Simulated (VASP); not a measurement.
A run of VASP 6.6.1:

File INCAR:

```
SYSTEM = C61N2
PREC = Accurate
ENCUT = 420
EDIFF = 1E-5
ISMEAR = 0
SIGMA = 0.01
LREAL = Auto
LASPH = .TRUE.
NELM = 100
ALGO = Normal
ISIF = 2
LWAVE = .FALSE.
LCHARG = .FALSE.
ISPIN = 2
MAGMOM = 0 0 0 0 0 0 0 0 0 0 0 0 0 0 0 0 0 0 0 0 0 0 0 0 0 0 0 0 0 0 0 0 0 0 0 0 0 0 0 0 0 0 0 0 0.5 0 0 0 0 0 0 0 0 0 0.5 0 0 0 0 0 0 0 0
LORBIT = 11
NUPDOWN = 1
GGA = PE
IBRION = 2
NSW = 40
EDIFFG = -0.01
NELECT = 255
ISYM = 0
NCORE = 4
```

File KPOINTS:

```
Automatic mesh
0
G
  2 2 2
  0 0 0
```

File POSCAR:

```
C61N2
1.0
    7.1440000000      0.0000000000      0.0000000000
    0.0000000000      7.1440000000      0.0000000000
    0.0000000000      0.0000000000      7.1440000000
N C
2 61
Direct
    0.1250000000      0.1250000000      0.1250000000
    0.1250000000      0.8750000000      0.8750000000
    0.0000000000      0.2500000000      0.2500000000
    0.1250000000      0.3750000000      0.3750000000
    0.2500000000      0.0000000000      0.2500000000
    0.3750000000      0.1250000000      0.3750000000
    0.2500000000      0.2500000000      0.0000000000
    0.3750000000      0.3750000000      0.1250000000
    0.0000000000      0.0000000000      0.5000000000
    0.1250000000      0.1250000000      0.6250000000
    0.0000000000      0.2500000000      0.7500000000
    0.1250000000      0.3750000000      0.8750000000
    0.2500000000      0.0000000000      0.7500000000
    0.3750000000      0.1250000000      0.8750000000
    0.2500000000      0.2500000000      0.5000000000
    0.3750000000      0.3750000000      0.6250000000
    0.0000000000      0.5000000000      0.0000000000
    0.1250000000      0.6250000000      0.1250000000
    0.0000000000      0.7500000000      0.2500000000
    0.1250000000      0.8750000000      0.3750000000
    0.2500000000      0.5000000000      0.2500000000
    0.3750000000      0.6250000000      0.3750000000
    0.2500000000      0.7500000000      0.0000000000
    0.3750000000      0.8750000000      0.1250000000
    0.0000000000      0.5000000000      0.5000000000
    0.1250000000      0.6250000000      0.6250000000
    0.0000000000      0.7500000000      0.7500000000
    0.2500000000      0.5000000000      0.7500000000
    0.3750000000      0.6250000000      0.8750000000
    0.2500000000      0.7500000000      0.5000000000
    0.3750000000      0.8750000000      0.6250000000
    0.5000000000      0.0000000000      0.0000000000
    0.6250000000      0.1250000000      0.1250000000
    0.5000000000      0.2500000000      0.2500000000
    0.6250000000      0.3750000000      0.3750000000
    0.7500000000      0.0000000000      0.2500000000
    0.8750000000      0.1250000000      0.3750000000
    0.7500000000      0.2500000000      0.0000000000
    0.8750000000      0.3750000000      0.1250000000
    0.5000000000      0.0000000000      0.5000000000
    0.6250000000      0.1250000000      0.6250000000
    0.5000000000      0.2500000000      0.7500000000
    0.6250000000      0.3750000000      0.8750000000
    0.7500000000      0.0000000000      0.7500000000
    0.8750000000      0.1250000000      0.8750000000
    0.7500000000      0.2500000000      0.5000000000
    0.8750000000      0.3750000000      0.6250000000
    0.5000000000      0.5000000000      0.0000000000
    0.6250000000      0.6250000000      0.1250000000
    0.5000000000      0.7500000000      0.2500000000
    0.6250000000      0.8750000000      0.3750000000
    0.7500000000      0.5000000000      0.2500000000
    0.8750000000      0.6250000000      0.3750000000
    0.7500000000      0.7500000000      0.0000000000
    0.8750000000      0.8750000000      0.1250000000
    0.5000000000      0.5000000000      0.5000000000
    0.6250000000      0.6250000000      0.6250000000
    0.5000000000      0.7500000000      0.7500000000
    0.6250000000      0.8750000000      0.8750000000
    0.7500000000      0.5000000000      0.7500000000
    0.8750000000      0.6250000000      0.8750000000
    0.7500000000      0.7500000000      0.5000000000
    0.8750000000      0.8750000000      0.6250000000
```

Potentials or basis: VASP PAW PBE potentials, release 64 (N, C).

Command:

```bash
$ cat potpaw_PBE.64/N/POTCAR potpaw_PBE.64/C/POTCAR > POTCAR
$ mpirun -np 8 vasp_std > vasp.out
```

Hardware: 8 MPI ranks on Intel(R) Xeon(R) Platinum 8175M CPU @ 2.50GHz (Skylake/Cascade Lake), with other jobs on the host.

Task: Estimate the wall time of this run.

Result: It took 46 min on 8 MPI ranks on Intel(R) Xeon(R) Platinum 8175M CPU @ 2.50GHz (Skylake/Cascade Lake) (shared host), peak memory 0.19 GiB a rank. Counts: scf iterations 87, k points 8, ion steps 16.
